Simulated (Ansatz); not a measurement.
YN in Ansatz: the effect of functional

The system is YN.

```
Y N
1.0
     0.00000    2.43850    2.43850
     2.43850    0.00000    2.43850
     2.43850    2.43850    0.00000
Y N
1 1
Direct
  0.00000 0.00000 0.00000
  0.50000 0.50000 0.50000
```

Alike in all runs:

```yaml
Program: Ansatz 0.2.0
Task: single point
Potentials_or_basis: all-electron PAW datasets made for the crystal
k_mesh: 6 × 6 × 6
Occupations: fermi-dirac, width 0.05 eV
Spin: no spin polarisation
```

```tsv
functional	cutoff	gap on the mesh (eV)	pressure (GPa)
PBEsol	280 eV (chosen from the basis error)	0.09	-2.0
HSE06	310 eV (chosen from the basis error)	?	?
PBE0	310 eV (chosen from the basis error)	1.73	0.7
```

Task: What does the run with functional HSE06 give?

Result: gap on the mesh 1.07 eV; pressure 0.6 GPa.

A k mesh can miss the band edges.
